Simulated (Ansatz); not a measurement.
Input of an Ansatz 0.2.0 run:

The input input.yaml:

```yaml
crystal:
  lattice:
    - [-2.62333646, 4.776753505, 4.441674725]
    - [2.62333646, -4.776753505, 4.441674725]
    - [2.62333646, 4.776753505, -4.441674725]
  atoms:
    - { symbol: Si, position: [0.26034098, 0.84494489, 0.41539609] }
    - { symbol: Si, position: [0.0704512, 0.15505511, 0.91539609] }
    - { symbol: Si, position: [0.73965902, 0.15505511, 0.58460391] }
    - { symbol: Si, position: [0.9295488, 0.84494489, 0.08460391] }
    - { symbol: O, position: [0.5, 0.0, 0.5] }
    - { symbol: O, position: [0.0, 0.0, 0.0] }
    - { symbol: O, position: [0.79317541, 0.0, 0.29317541] }
    - { symbol: O, position: [0.20682459, 0.5, 0.20682459] }
    - { symbol: O, position: [0.20682459, 0.0, 0.70682459] }
    - { symbol: O, position: [0.79317541, 0.5, 0.79317541] }
    - { symbol: O, position: [0.86931113, 0.11931113, 0.75] }
    - { symbol: O, position: [0.13068887, 0.88068887, 0.25] }
hamiltonian:
  xc: r2scan
  pseudopotentials: { kind: paw }
  dispersion: d3bj
kpoints:
  mp_grid: { grid: [6, 6, 6] }
scf:
  occupations: { method: fermi_dirac, width: 0.05 }
output:
  forces: true
  stress: true
  eigenvalues: true
relax:
  f_tol: 0.01
  max_steps: 40
  cell: { stress_tol: 0.05 }
```

Potentials or basis: Ansatz PAW.

Command:

```bash
$ ansatz run input.yaml --threads 4 --pin off --max-ram 11264MiB --backend cpu --events-out ev --progress --plain --runs-dir out
```

(1) What does it give for the relaxed cell?

(2) Estimate the space group after relaxing (to 0.05 Å).

(3) Predict the relaxed volume.

(4) What does it give for the band gap on the k mesh?

## Answers

(1) a = 6.922 Å, b = 6.922 Å, c = 6.922 Å, α = 135.47°, β = 97.65°, γ = 98.86°.

(2) Imma (No. 74).

(3) 17.93 Å³/atom.

(4) 6.16 eV, direct.

Caveat: the plane-wave basis is chosen anew once the cell has moved, so the energies of steps on either side of that aren't comparable; the PAW data sets come from PBE, with cores solved anew for the run's functional, which leaves a small shift of forces and pressure; the dispersion damping was fitted for another functional or another form of the correction.
